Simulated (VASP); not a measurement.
## AgCl under changes of volume

One of the cells (20.652 Å³/atom); the others are scaled copies at fixed shape and fractional positions:

```xyz
2
Lattice="3.4567 0.0000 0.0000 0.0000 3.4567 0.0000 0.0000 0.0000 3.4567" Properties=species:S:1:pos:R:3 pbc="T T T"
Ag    0.0000    0.0000    0.0000
Cl    1.7284    1.7284    1.7284
```

Measurements of this composition are mostly on another form, of space group No. 225.

```yaml
Program: VASP 6.6.1
Functional: PBE
Potentials_or_basis: VASP PAW PBE potentials, release 64 (Ag, Cl)
Cutoff: 520 eV
k_mesh: 8 × 8 × 8
Occupations: fermi-dirac, width 0.05 eV
Spin: no spin polarisation
```

```csv
volume (Å³/atom),energy over the lowest point (meV/atom),pressure (GPa),gap on the mesh (eV)
19.032,9.96,3.1,0.60
19.437,3.46,1.9,0.59
19.842,0.00,0.7,0.58
20.652,0.80,-1.1,0.57
21.057,?,?,?
21.462,9.88,-2.6,0.57
```

**Question.** What does the run at 21.057 Å³/atom give?

**Answer.** Energy over the lowest point 4.42 meV/atom; pressure -1.9 GPa; gap on the mesh 0.57 eV.

Worked out: A Birch-Murnaghan fit of order 3 (a polynomial in V^(-2/3)) to the other rows has its minimum at 20.17 Å³/atom with B0 = V·E''(V) = 47 GPa and B' = 5.5. It gives 4.44 meV/atom at 21.057 Å³/atom, against the run's 4.42, and -dE/dV = -1.8 GPa, against -1.9. A straight line through the other rows of the gap, of slope -0.252 eV per unit of ln V, gives 0.57 eV, against the run's 0.57.

Energies are extrapolated to zero smearing.

A mesh can miss the band edges. Spin-orbit coupling on Ag is left out.
